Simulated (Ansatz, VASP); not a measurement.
**Ce in VASP and in Ansatz**

Contents of INCAR:

```
SYSTEM = Ce
PREC = Accurate
ENCUT = 520
EDIFF = 1E-7
ISMEAR = -1
SIGMA = 0.1
LREAL = .FALSE.
LASPH = .TRUE.
NELM = 80
ALGO = Normal
ISIF = 2
LWAVE = .FALSE.
LCHARG = .FALSE.
GGA = PE
NBANDS = 12
```

File KPOINTS:

```
regular mesh
0
G
  12 12 12
  0 0 0
```

The input POSCAR:

```
Ce
1.0
    0.0000000000      2.3774557595      2.3774557595
    2.3774557595      0.0000000000      2.3774557595
    2.3774557595      2.3774557595      0.0000000000
Ce
1
Direct
    0.0000000000      0.0000000000      0.0000000000
```

Input for Ansatz:

```yaml
crystal:
  lattice:
    - [0.0, 2.3774557595, 2.3774557595]
    - [2.3774557595, 0.0, 2.3774557595]
    - [2.3774557595, 2.3774557595, 0.0]
  atoms:
    - { symbol: Ce, position: [0.0, 0.0, 0.0] }
hamiltonian:
  xc: pbe
  pseudopotentials:
    kind: paw
    azcp:
      Ce: "pseudopotentials/Ce.paw.azcp"
basis:
  ecutwfc: 420
  fft_grid_basis: typed
kpoints:
  mp_grid: { grid: [12, 12, 12], shift: [0, 0, 0] }
magnetization:
  spin_polarized: false
scf:
  occupations: { method: fermi_dirac, width: 0.1 }
  lower_state_search: "off"
output:
  stress: true
```

Alike in both runs: task single point; functional PBE; k mesh 12 × 12 × 12; occupations fermi-dirac, width 0.1 eV; no spin polarisation.

|  | VASP | Ansatz |
| --- | --- | --- |
| version | VASP 6.6.1 | Ansatz 0.2.0 |
| potentials or method | VASP PAW PBE potentials, release 64 (Ce) | plane waves (420 eV) with PAW, scalar-relativistic |
| plane-wave cutoff (eV) | 520 | 420 |
| valence electrons in the cell | 12 | 12 |

VASP gave:

```
pressure (GPa) : -0.3
```

Question: What did Ansatz give for the same quantities?

Answer: Pressure (GPa): -0.1.

Spin-orbit coupling is left out, which matters for the levels of Ce. Spin polarisation is off, so any magnetic state and its effect on volume and gap are missing.
